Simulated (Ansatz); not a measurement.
Runs of Ansatz 0.2.0 on SiO2. Symmetry: Fddd, No. 70, orthorhombic system. Conventional cell: a = 4.719 Å, b = 9.433 Å, c = 14.726 Å, α = 90.00°, β = 90.00°, γ = 90.00°. Si (site symmetry 2) has 4 O at 1.60 to 1.62 Å as nearest neighbours. O (site symmetry 2) is surrounded by 2 Si at 1.62 Å. O (site symmetry -1) has 2 Si at 1.60 Å as nearest neighbours. The cell comes from a database or a generator and needn't be the stable form of this composition.

```csv
task,level,cell,k mesh,cutoff (eV),points for each segment of the path,mesh quality,gap on the mesh (eV),pressure (GPa),largest force (eV/Å)
single point,PBE,as given,3 × 3 × 3,420,-,coarse,5.78,(b),(c)
relaxation of cell and atoms,PBEsol+D3(BJ),relaxed,7 × 7 × 7,420,-,not flagged,5.68,0.0,-
band structure,LDA,as given,7 × 7 × 7,420,10,not flagged,(a),-1.7,0.07
single point,PBE,as given,7 × 7 × 7,250,-,not flagged,5.51,7.4,(d)
band structure,r2SCAN,as given,7 × 7 × 7,500,10,not flagged,6.39,0.1,0.07
```

Alike in all rows: potentials or basis Ansatz PAW; no spin polarisation; smearing fermi-dirac 0.05 eV.

Task: Estimate the missing entries.

Result: (a) 5.53; (b) 5.0; (c) 0.37; (d) 0.67.

Caveats: some runs use coarse meshes; odd divisions of the mesh miss points on the zone boundary, where band edges often lie, so the gap on the mesh can be too wide (some runs); the PAW data sets come from PBE, with cores solved anew for the run's functional, which leaves a small shift of forces and pressure (some runs); the plane-wave basis is chosen anew once the cell has moved, so the energies of steps on either side of that aren't comparable (some runs); the pressure holds a Pulay correction of +67.1 GPa for the finite cutoff (some runs); the cutoff lies under the one recommended for these potentials (some runs).

A k mesh can miss the band edges.
